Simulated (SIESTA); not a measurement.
A calculation with SIESTA 5.4.2 of Pb (native input, structure typed inline):

The input Pb.fdf:

```
SystemName                      Pb
SystemLabel                     Pb
NumberOfSpecies                 1
NumberOfAtoms                   1
%block ChemicalSpeciesLabel
  1  82 Pb
%endblock ChemicalSpeciesLabel

LatticeConstant                 1.0 Ang
%block LatticeVectors
    -1.9809640000     1.9874000000     2.0023250000
     2.0326620000    -1.9463350000     2.0129580000
     1.9398780000     1.9052500000    -1.9612610000
%endblock LatticeVectors
AtomicCoordinatesFormat         Fractional
%block AtomicCoordinatesAndAtomicSpecies
     0.0000000000     0.0000000000     0.0000000000  1  Pb
%endblock AtomicCoordinatesAndAtomicSpecies

%block kgrid.MonkhorstPack
    9   0   0  0.0
    0   9   0  0.0
    0   0   9  0.0
%endblock kgrid.MonkhorstPack
XC.Functional                   VDW
XC.Authors                      BH
PAO.BasisSize                   DZP
PAO.EnergyShift                 0.005 Ry
Mesh.Cutoff                     500 Ry
OccupationFunction              FD
ElectronicTemperature           0.05 eV
MaxSCFIterations                120
SCF.MustConverge                false
SCF.Mixer.Method                Pulay
SCF.Mixer.Weight                0.25
SCF.Mixer.History               8
SCF.DM.Tolerance                5.0e-05
SCF.H.Tolerance                 1.0e-03 eV
WriteForces                     true
Charge.Mulliken                 end
BandLinesScale                  ReciprocalLatticeVectors
%block BandLines
    1    0.000000   0.000000  -0.500000  X
   11    0.000000   0.000000   0.000000  \Gamma
   11    0.000000   0.500000   0.000000  Y
    1    0.000000   0.500000  -0.500000  L
   11    0.000000   0.000000   0.000000  \Gamma
   11    0.500000  -0.500000   0.000000  Z
    1    0.500000  -0.500000  -0.500000  N
   15    0.000000   0.000000   0.000000  \Gamma
   11    0.500000   0.000000   0.000000  M
    1    0.500000   0.000000  -0.500000  R
   11    0.000000   0.000000   0.000000  \Gamma
%endblock BandLines
```

Potentials or basis: PseudoDojo 0.4 standard (PBE files), DZP (energy shift 0.005 Ry).

Launch:

```bash
$ siesta < Pb.fdf > Pb.out 2>&1
```

The cell isn't the ideal one: cell strained at random at fixed volume.

This isn't the form of Pb at room conditions, which is fcc.

Question: Write the same calculation in another form: ASE script, structure typed inline.

Answer: As run:

Contents of run.py:

```python
from ase import Atoms
from ase.calculators.siesta import Siesta
from ase.units import Ry, GPa

atoms = Atoms(
    ['Pb'],
    cell=[
        [-1.980964, 1.9874, 2.002325],
        [2.032662, -1.946335, 2.012958],
        [1.939878, 1.90525, -1.961261],
    ],
    scaled_positions=[
        [0.0, 0.0, 0.0],
    ],
    pbc=True,
)

fdf = {
    'SCFMustConverge': False,
    'OccupationFunction': 'FD',
    'ElectronicTemperature': '0.05 eV',
    'MaxSCFIterations': '120',
    'SCF.Mixer.Method': 'Pulay',
    'SCF.Mixer.Weight': '0.25',
    'SCF.Mixer.History': '8',
    'SCF.DM.Tolerance': '5.0e-05',
    'SCF.H.Tolerance': '1.0e-03 eV',
    'WriteForces': 'true',
    'Charge.Mulliken': 'end',
    'BandLinesScale': 'ReciprocalLatticeVectors',
    'BandLines': ['  1    0.000000   0.000000  -0.500000  X', ' 11    0.000000   0.000000   0.000000  \\Gamma', ' 11    0.000000   0.500000   0.000000  Y', '  1    0.000000   0.500000  -0.500000  L', ' 11    0.000000   0.000000   0.000000  \\Gamma', ' 11    0.500000  -0.500000   0.000000  Z', '  1    0.500000  -0.500000  -0.500000  N', ' 15    0.000000   0.000000   0.000000  \\Gamma', ' 11    0.500000   0.000000   0.000000  M', '  1    0.500000   0.000000  -0.500000  R', ' 11    0.000000   0.000000   0.000000  \\Gamma'],
}
calc = Siesta(
    label="Pb",
    command="siesta < PREFIX.fdf > PREFIX.out",
    pseudo_path="pseudos",
    pseudo_qualifier="",
    xc=('VDW', 'BH'),
    basis_set="DZP",
    mesh_cutoff=500 * Ry,
    energy_shift=0.005 * Ry,
    kpts=[9, 9, 9],
    spin="non-polarized",
    fdf_arguments=fdf,
)
atoms.calc = calc

print(f"energy = {atoms.get_potential_energy():.6f} eV")
free = atoms.get_potential_energy(force_consistent=True)
print(f"free energy = {free:.6f} eV")
print("forces (eV/A):")
print(atoms.get_forces(apply_constraint=False).round(6))
print("stress (GPa, Voigt order, tension positive):", (atoms.get_stress() / GPa).round(4))
```

Potentials or basis: PseudoDojo 0.4 standard (PBE files), DZP (energy shift 0.005 Ry).

Launch:

```console
$ python run.py
```

Both were run:

|  | native input, structure typed inline | ASE script, structure typed inline |
| --- | --- | --- |
| Pressure | -0.6 GPa | -0.6 GPa |
| Band gap on the k mesh | none (metal or under the smearing width) | none (metal or under the smearing width) |

Keys that steer only the numerical path or the files written may differ.

Caveat: semicore shells carry a single zeta, which can move pressures by several GPa and volumes by a few percent; the potentials were made for another functional, which shifts forces and pressure; spin-orbit coupling is left out, which moves the levels of the heavy elements; the basis of atomic orbitals isn't converged, which shifts pressures, moduli and gaps.
